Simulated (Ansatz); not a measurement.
Runs of Ansatz 0.2.0 on GaN. The structure is hexagonal, space group P6_3mc (No. 186). The conventional cell has a = 3.212 Å, b = 3.212 Å, c = 10.357 Å, α = 90.00°, β = 90.00°, γ = 120.00°. Around Ga (site symmetry 3m) lie 4 N at 1.95 to 2.00 Å. Ga (site symmetry 3m) is surrounded by 3 N at 1.94 Å. N (site symmetry 3m) has 4 Ga at 1.94 to 2.00 Å as nearest neighbours. N (site symmetry 3m) is surrounded by 3 Ga at 1.95 Å. The cell is a database's computed one.

```csv
task,level,cutoff (eV),basis error allowed,gap on the mesh (eV),pressure (GPa),largest force (eV/Å)
band structure,LDA,394,0.002 eV/atom,0.83,-10.9,0.22
band structure,PBEsol,393,0.002 eV/atom,0.79,-6.1,0.24
single point,PBEsol,426,0.001 eV/atom,0.79,-6.1,0.24
band structure,PBE,393,0.002 eV/atom,0.83,-0.2,(a)
```

Alike in all rows: potentials or basis all-electron LAPW, scalar-relativistic; no spin polarisation; cell as given; k mesh 10 × 10 × 3; smearing fermi-dirac 0.05 eV.

Fill in the values left out.

(a) 0.32.

Caveats: an odd mesh through Γ misses points on the zone boundary, where band edges often lie (some runs).

A k mesh can miss the band edges, and the runs leave out spin-orbit coupling on Ga.

Not every run made on this cell is shown here.
